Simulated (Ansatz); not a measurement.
# Si: the order of phases at one pressure

Which of fcc, bcc, hcp, beta tin, sc, graphite has the lowest enthalpy for Si at one common pressure? The runs shown use LAPW. Companion runs by PAW are cited.

Program: Ansatz 0.2.0. Level of theory: DFT, PBE, all-electron LAPW, scalar-relativistic. These are calculated values, not measurements.

## Step 1: The structure to begin with

It takes space group Fm-3m (No. 225, cubic). The conventional cell has a = 3.468 Å, b = 3.468 Å, c = 3.468 Å, α = 90.00°, β = 90.00°, γ = 90.00°. Around Si (site symmetry m-3m) lie 12 Si at 2.45 Å.

As a file:

```cif
data_structure
_symmetry_space_group_name_H-M 'Fm-3m'
_symmetry_Int_Tables_number 225
_cell_length_a 3.4679
_cell_length_b 3.4679
_cell_length_c 3.4679
_cell_angle_alpha 90.000
_cell_angle_beta 90.000
_cell_angle_gamma 90.000
_cell_volume 41.71
loop_
_atom_site_label
_atom_site_type_symbol
_atom_site_symmetry_multiplicity
_atom_site_Wyckoff_symbol
_atom_site_fract_x
_atom_site_fract_y
_atom_site_fract_z
_atom_site_occupancy
Si1 Si 4 a 0.00000 0.00000 0.00000 1
```

The file gives the conventional cell by its symmetry; the runs use the cell typed in the input.

## Step 2: Fcc relaxed under pressure, LAPW

Contents of input.yaml:

```yaml
crystal:
  lattice:
    - [0.0, 1.7339375619, 1.7339375619]
    - [1.7339375619, 0.0, 1.7339375619]
    - [1.7339375619, 1.7339375619, 0.0]
  atoms:
    - { symbol: Si, position: [0.0, 0.0, 0.0] }
kpoints:
  mp_grid: { grid: [18, 18, 18] }
scf:
  occupations: { method: fermi_dirac, width: 0.1 }
hamiltonian:
  xc: pbe
  pseudopotentials: { kind: all_electron, lapw: { basis_error: 0.0005 } }
output:
  forces: true
  stress: true
  eigenvalues: true
relax:
  f_tol: 0.005
  max_steps: 12
  cell: { p_target: 55.0, stress_tol: 0.03 }
```

Run with:

```bash
> ansatz run input.yaml --threads 1 --pin off --max-ram 3584MiB --backend cpu --events-out ev --progress --plain --runs-dir out
```

The runs that follow: Bcc relaxed under pressure, LAPW; Hcp relaxed under pressure, LAPW; Beta tin relaxed under pressure, LAPW; Sc relaxed under pressure, LAPW; Graphite at the cell that PAW relaxed, LAPW.

Q: Predict the outcome of this session. Wanted: pressure; lowest (for each run or level that gives them).

**Answer**, as computed:

```
     quantity                         value
     pressure                        55 GPa
lowest (LAPW)  hcp, 25.6 meV/atom under fcc
 lowest (PAW)  hcp, 25.2 meV/atom under fcc
```

What this shows: By LAPW the order is hcp < fcc < bcc < beta tin < sc < graphite. By PAW the order is hcp < fcc < bcc < beta tin < sc < graphite. The methods agree on the lowest phase. Only these structures were tried, with electrons smeared by 0.1 eV and without vibrations, so the true ground state may be another. The k meshes differ between phases and weren't tested, which can move differences by some meV.
